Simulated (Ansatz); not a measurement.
## SiO₂: how the axes shrink under pressure

SiO₂, P6_322, a = 5.099 Å, c = 8.629 Å. This isn't the usual stable structure of the compound. Ansatz: PBE, PAW, 420 eV, Γ-centred 6×6×4 mesh on 12 atoms, Gaussian smearing 0.02 eV; no spin polarisation. Cell and atoms are relaxed at each pressure, and no other structure is tried, so the rows at high pressure may lie past a change of phase. y = 100 ln(c/c0) with c0 = 8.6286 Å, so nearly a change in per cent. The pressures are the targets, met within 0.02 GPa.

| P (GPa) | y | 100 ln(a/a0) |
| --- | --- | --- |
| -3.0 | 0.51 | 4.14 |
| 0.0 | 0.00 | 0.00 |
| 3.0 | ? | ? |
| 8.0 | -1.01 | -7.46 |
| 15.0 | -2.02 | -10.54 |
| 30.0 | -4.28 | -14.21 |

Fit y = c1 P + c2 P² to the other rows, give the linear compressibility along c, and predict the missing y.

Least squares on the rows shown. y = −0.1291 P − 0.0004431 P². The linear compressibility along c is −c1/100 = 1.29 per TPa, against 10.31 along a from the same fit to the last column (its missing entry is -3.60): the crystal is softer along a at low pressure. The runs next to zero pressure give 1.46 and 12.92, so a parabola over the whole range misstates the start. With a term in P³ added, the coefficient of P becomes -0.1465, 14 % more, which shows how far this figure hangs on the form. At P = 3.0 the fit asked for gives -0.39. The run gave -0.37, so the fit is 0.02 too low, within the rms miss on the fitted rows (0.07).